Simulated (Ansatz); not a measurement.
Worked example: C2H5BrMg + C2H4O2 → C2H6MgO + C2H3BrO

Species: C2H5BrMg `C[CH2][Mg][Br]`, singlet; C2H4O2 (acetic acid) `CC(=O)O`, singlet; C2H6MgO `C[CH2][Mg][OH]`, singlet; C2H3BrO (acetyl bromide) `CC(=O)Br`, singlet. The partners trade Br for OH: Mg–Br and C–OH bonds give way to Mg–OH and C–Br.

Shapes, held fixed at every level: PBE0-D4/def2-TZVP. Flexible molecules stand in one conformer, not always the lowest. Programs: Ansatz 0.2.0. The zero-point and thermal change to 298 K, harmonic and unscaled (PBE0-D4/def2-TZVP), is -8.0 kJ/mol.

At CCSD(T)/def2-TZVPP; 1 Eh = 2625.50 kJ/mol:

| species | energy (Eh) |
| --- | --- |
| C2H5BrMg | -2851.664364 |
| C2H4O2 | -228.759783 |
| C2H6MgO | -354.657287 |
| C2H3BrO | -2725.716413 |

Question: Work out ΔH(298 K) of the reaction at this level.

Answer: 
1. Products less reactants: (-354.657287) + (-2725.716413) − [(-2851.664364) + (-228.759783)] = 0.050447 Eh = +132.4 kJ/mol.
2. With the thermal change: +132.4 + (-8.0) = +124.4 kJ/mol.

Other levels give +123.3 (r2SCAN-D4/def2-TZVPP) to +150.3 kJ/mol (CCSD/def2-SVP). No measured value is set beside it here. Relativity is left out for Br. Outer-core shells of Br, Mg are correlated, in sets that cover them unevenly. The median of the other levels is +134.7 kJ/mol.
